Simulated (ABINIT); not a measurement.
Crystal: PbSe (Clausthalite).

```xyz
2
Lattice="0.0000 3.0606 3.0606 3.0606 0.0000 3.0606 3.0606 3.0606 0.0000" Properties=species:S:1:pos:R:3 pbc="T T T"
Pb    0.0000    0.0000    0.0000
Se    3.0606    3.0606    3.0606
```

Base run:

```yaml
Program: ABINIT 10.8.3 (patched build)
Functional: BLYP
Potentials_or_basis: JTH PAW PBE v2.0
Cutoff: 463 eV
k_mesh: 8 × 8 × 8
Occupations: fermi-dirac, width 0.05 eV
Spin: no spin polarisation
```

Its results: band gap on the k mesh 0.42 eV, direct.

Question: The run is repeated on the same cell with these changes: functional from BLYP to HLE16. What comes out?

Answer: Band gap on the k mesh 1.42 eV, direct.

Caveats: spin-orbit coupling is left out, which as a rule narrows the gap of such compounds by several tenths of an eV; the potentials were made for a functional far from this one (some runs).

A k mesh can miss the band edges.
